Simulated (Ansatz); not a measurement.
# SrO (rocksalt): gap against strain (epitaxial in the plane normal to [111])

SrO built on the rocksalt prototype, relaxed with r2SCAN in the plane-wave code Ansatz, then strained (epitaxial in the plane normal to [111]; changes of length per length, axes as in the cell below) with the atoms relaxed again within the symmetry that is left. It is cubic, Fm-3m (No. 225); conventional cell a = 5.160 Å, 17.17 Å³ an atom. Sr has 6 O at 2.58 Å; O has 6 Sr at 2.58 Å. Calculated for a static, non-magnetic cell.

```yaml
crystal:
  lattice:
    - [0.00000, 2.57989, 2.57989]
    - [2.57989, 0.00000, 2.57989]
    - [2.57989, 2.57989, 0.00000]
  atoms:
    - { symbol: Sr, position: [0.00000, 0.00000, 0.00000] }
    - { symbol: O, position: [0.50000, 0.50000, 0.50000] }
```

Gaps are the least over each mesh (PBE 8×8×8, r2SCAN 8×8×8, HSE06 6×6×6 when unstrained) and the special points, which keep their unstrained names; stress is the change from the unstrained cell, compression positive.

```tsv
strain (%)	free normal strain (%)	gap, PBE (eV)	gap, r2SCAN (eV)	gap, HSE06 (eV)	edges, HSE06	in-plane stress, r2SCAN (GPa)	energy rise, r2SCAN (meV/atom)
-1.0	+0.65	3.298	3.780	4.778	Γ → X	+1.95	2.0
0.0	0.00	3.318	3.799	4.794	Γ → X	0.00	0.0
+2.62	-1.81	3.256	3.735	4.720	Γ → X	-4.48	13.0
+4.0	-2.76	3.215	3.693	4.672	Γ → X	-6.58	29.6
```

Between zero and the nearest strains the slope of the HSE06 gap against strain is +0.016 eV per percent for negative and -0.028 for positive strain; it falls either way, as happens when edge states split or other valleys take over.

The meshes of the hybrids are coarse, so their gaps aren't converged to the digits shown.
